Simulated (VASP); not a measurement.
Input of a VASP 6.6.1 run:

File INCAR:

```
ALGO = Normal
EDIFF = 1E-6
ENCUT = 520
GGA = PE
ISIF = 2
ISMEAR = 0
LASPH = T
LCHARG = T
LELF = T
LREAL = F
LVHAR = T
LWAVE = F
NBANDS = 12
NELM = 100
PREC = Accurate
SIGMA = 0.1
```

File KPOINTS:

```
k-points
0
Gamma
  6 6 6
```

The input POSCAR:

```
Tl
1.0
   -1.9410000000      1.9410000000      1.9410000000
    1.9410000000     -1.9410000000      1.9410000000
    1.9410000000      1.9410000000     -1.9410000000
Tl
1
Direct
    0.0000000000      0.0000000000      0.0000000000
```

Potentials or basis: VASP PAW PBE potentials, release 64 (Tl_d).

Command:

```console
$ cat potpaw_PBE.64/Tl_d/POTCAR > POTCAR
$ mpirun -np 1 vasp_std > vasp.out
```

**Question.** Estimate the pressure.

**Answer.** 2.3 GPa.

**Question.** What does it give for the band gap on the k mesh?

**Answer.** None (metal or under the smearing width).

Caveat: the k mesh is coarse (spacing up to 0.38 Å⁻¹), so the values aren't converged. Spin-orbit coupling is left out, which matters for the levels of Tl.
